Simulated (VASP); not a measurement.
Write the native input for VASP 6.6.1 that does the following.

| Property | Result |
| --- | --- |
| Task | relaxation of cell and atoms |
| Functional | PBE |
| Dispersion | D3(BJ) |
| Potentials or basis | VASP PAW PBE potentials, release 64 (In_d, Ag, Te) |
| Cutoff | 600 eV |
| k mesh | 8 × 8 × 8 |
| Occupations | gaussian, width 0.03 eV |
| Spin | no spin polarisation |
| Further INCAR settings | ALGO = Normal; EDIFF = 1e-07; IBRION = 2; EDIFFG = -0.005; NSW = 90; ISIF = 3 |

The structure of InAgTe2 lies in POSCAR:

```
InAgTe2                                 
1.0
   -3.2372455462      3.2372455462      6.3854723594
    3.2372455462     -3.2372455462      6.3854723594
    3.2372455462      3.2372455462     -6.3854723594
  In              Ag              Te            
     2     2     4
Direct
     0.5000000000000000    0.5000000000000000    0.0000000000000000
     0.2500000000000000    0.7500000000000000    0.5000000000000000
     0.0000000000000000    0.0000000000000000    0.0000000000000000
     0.7500000000000000    0.2500000000000000    0.5000000000000000
     0.3750000000000000    0.3680771901274550    0.4930771901274550
     0.6319228098725449    0.1250000000000000    0.0069228098725450
     0.8750000000000000    0.8819228098725449    0.5069228098725449
     0.1180771901274550    0.6250000000000000    0.9930771901274551
```

These files were run (other wordings do the same):

INCAR

```
SYSTEM = InAgTe2
PREC     = Accurate       ! precision mode
ENCUT    = 600            ! plane-wave cutoff, eV
EDIFF    = 1E-7           ! SCF threshold, eV
ISMEAR   = 0              ! smearing method
SIGMA    = 0.03           ! smearing width, eV
LREAL    = .False.        ! projectors in reciprocal space
LASPH    = .True.         ! aspherical terms in the spheres
NELM     = 80             ! most SCF steps
ALGO     = Normal         ! electronic algorithm
ISIF     = 3              ! what is computed and relaxed
LWAVE    = .False.        ! write WAVECAR
LCHARG   = .False.        ! write CHGCAR
GGA      = PE             ! functional
IVDW     = 12             ! dispersion correction
IBRION   = 2              ! ionic algorithm
NSW      = 90             ! ionic steps
EDIFFG   = -0.005         ! ionic threshold
KPAR     = 2
```

KPOINTS

```
regular mesh
0
Gamma
  8 8 8
  0 0 0
```

Potentials or basis: VASP PAW PBE potentials, release 64 (In_d, Ag, Te).

Command:

```sh
$ cat potpaw_PBE.64/In_d/POTCAR potpaw_PBE.64/Ag/POTCAR potpaw_PBE.64/Te/POTCAR > POTCAR
$ mpirun -np 2 vasp_std > vasp.out
```

Results of the run:

| Quantity | Value |
| --- | --- |
| Relaxed volume | 33.43 Å³/atom |
| Relaxed cell | a = 7.861 Å, b = 7.861 Å, c = 7.861 Å, α = 131.42°, β = 131.42°, γ = 71.14° |
| Space group after relaxing (to 0.05 Å) | I-42d (No. 122) |
| Energy gained by relaxing | 0.0 meV/atom |
| Ionic steps | 7 |
| Pressure after relaxing | 0.0 GPa |
| Largest force after relaxing | 0.004 eV/Å |
| Band gap on the k mesh | 0.15 eV, direct |
| Dispersion energy per atom | -0.350 eV |

Caveat: spin-orbit coupling is left out, which moves the levels of the heavy elements.

Wall time 20 min on 2 MPI ranks on Intel(R) Xeon(R) 6975P-C (Granite Rapids) (shared host), peak memory 1.1 GiB a rank.
